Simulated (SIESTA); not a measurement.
Input of a SIESTA 5.4.2 run:

Contents of Ni.fdf:

```
SystemName                      Ni
SystemLabel                     Ni
NumberOfSpecies                 1
NumberOfAtoms                   1
%block ChemicalSpeciesLabel
  1  28 Ni
%endblock ChemicalSpeciesLabel

LatticeConstant                 1.0 Ang
%block LatticeVectors
     0.0000000000     1.7375729330     1.7375729330
     1.7375729330     0.0000000000     1.7375729330
     1.7375729330     1.7375729330     0.0000000000
%endblock LatticeVectors
AtomicCoordinatesFormat         Fractional
%block AtomicCoordinatesAndAtomicSpecies
     0.0000000000     0.0000000000     0.0000000000  1  Ni
%endblock AtomicCoordinatesAndAtomicSpecies

%block kgrid.MonkhorstPack
   13   0   0  0.0
    0  13   0  0.0
    0   0  13  0.0
%endblock kgrid.MonkhorstPack
XC.Functional                   GGA
XC.Authors                      PBE
PAO.BasisSize                   DZP
PAO.EnergyShift                 0.003 Ry
Mesh.Cutoff                     800 Ry
Spin                            polarized
%block DM.InitSpin
    1   1.000
%endblock DM.InitSpin
OccupationFunction              FD
ElectronicTemperature           0.05 eV
MaxSCFIterations                200
SCF.MustConverge                false
SCF.Mixer.Method                Pulay
SCF.Mixer.Weight                0.1
SCF.Mixer.History               10
SCF.DM.Tolerance                5.0e-05
SCF.H.Tolerance                 1.0e-03 eV
WriteForces                     true
Charge.Mulliken                 end
BandLinesScale                  ReciprocalLatticeVectors
%block BandLines
    1    0.000000   0.000000   0.000000  \Gamma
   12    0.500000   0.000000   0.500000  X
    6    0.500000   0.250000   0.750000  W
    4    0.375000   0.375000   0.750000  K
   13    0.000000   0.000000   0.000000  \Gamma
   11    0.500000   0.500000   0.500000  L
    8    0.625000   0.250000   0.625000  U
    4    0.500000   0.250000   0.750000  W
    9    0.500000   0.500000   0.500000  L
    8    0.375000   0.375000   0.750000  K
    1    0.625000   0.250000   0.625000  U
    4    0.500000   0.000000   0.500000  X
%endblock BandLines
%block PAO.Basis
  Ni 5
  n=3 0 2
    2.432 0.000
  n=4 0 2
    7.095 0.000
  n=3 1 2
    2.716 0.000
  n=4 1 1
    7.095
  n=3 2 2
    4.466 0.000
%endblock PAO.Basis
```

Potentials or basis: PseudoDojo 0.4 standard (PBE files), DZP (energy shift 0.003 Ry; two zetas on semicore shells).

The run is started by

```console
$ siesta < Ni.fdf > Ni.out 2>&1
```

Problem. Estimate the pressure.

Solution. 8.4 GPa.

Problem. Estimate the band gap on the k mesh.

Solution. None (metal or under the smearing width).

Problem. Estimate the net moment.

Solution. 0.63 μB per cell.

Levels at the corners of the path, in eV from the Fermi level:
Spin up:
| point | band 7 | band 8 | band 9 | band 10 | band 11 | band 12 |
| --- | --- | --- | --- | --- | --- | --- |
| Γ | -2.61 | -2.61 | -1.34 | -1.34 | 32.75 | 32.75 |
| X | -0.57 | -0.50 | -0.50 | 2.32 | 10.95 | 15.75 |
| W | -3.30 | -1.40 | -0.50 | 7.88 | 7.88 | 10.60 |
| K | -2.28 | -1.17 | -0.77 | 5.81 | 7.48 | 12.06 |
| Γ | -2.61 | -2.61 | -1.34 | -1.34 | 32.75 | 32.75 |
| L | -2.59 | -0.64 | -0.64 | -0.55 | 6.03 | 28.07 |
| U | -2.28 | -1.17 | -0.77 | 5.81 | 7.48 | 12.06 |
| W | -3.30 | -1.40 | -0.50 | 7.88 | 7.88 | 10.60 |
| L | -2.59 | -0.64 | -0.64 | -0.55 | 6.03 | 28.07 |
| K | -2.28 | -1.17 | -0.77 | 5.81 | 7.48 | 12.06 |
| U | -2.28 | -1.17 | -0.77 | 5.81 | 7.48 | 12.06 |
| X | -0.57 | -0.50 | -0.50 | 2.32 | 10.95 | 15.75 |
Spin down:
```csv
point,band 5,band 6,band 7,band 8,band 9,band 10,band 11,band 12,band 13
Γ,-9.53,-1.82,-1.82,-1.82,-0.69,-0.69,32.82,32.82,32.82
X,-4.53,-3.85,0.10,0.40,0.40,2.27,11.20,15.75,15.75
W,-3.60,-2.67,-2.67,-0.79,0.41,8.05,8.05,10.79,12.45
K,-3.74,-3.42,-1.64,-0.53,0.12,6.02,7.68,12.24,18.84
Γ,-9.53,-1.82,-1.82,-1.82,-0.69,-0.69,32.82,32.82,32.82
L,-4.70,-1.92,-1.92,-0.62,0.17,0.17,6.46,28.18,28.18
U,-3.74,-3.42,-1.64,-0.53,0.12,6.02,7.68,12.24,18.84
W,-3.60,-2.67,-2.67,-0.79,0.41,8.05,8.05,10.79,12.45
L,-4.70,-1.92,-1.92,-0.62,0.17,0.17,6.46,28.18,28.18
K,-3.74,-3.42,-1.64,-0.53,0.12,6.02,7.68,12.24,18.84
U,-3.74,-3.42,-1.64,-0.53,0.12,6.02,7.68,12.24,18.84
X,-4.53,-3.85,0.10,0.40,0.40,2.27,11.20,15.75,15.75
```

Caveat: short orbitals over semicore shells can move pressures by several GPa; the basis of atomic orbitals isn't converged, which shifts pressures, moduli and gaps.
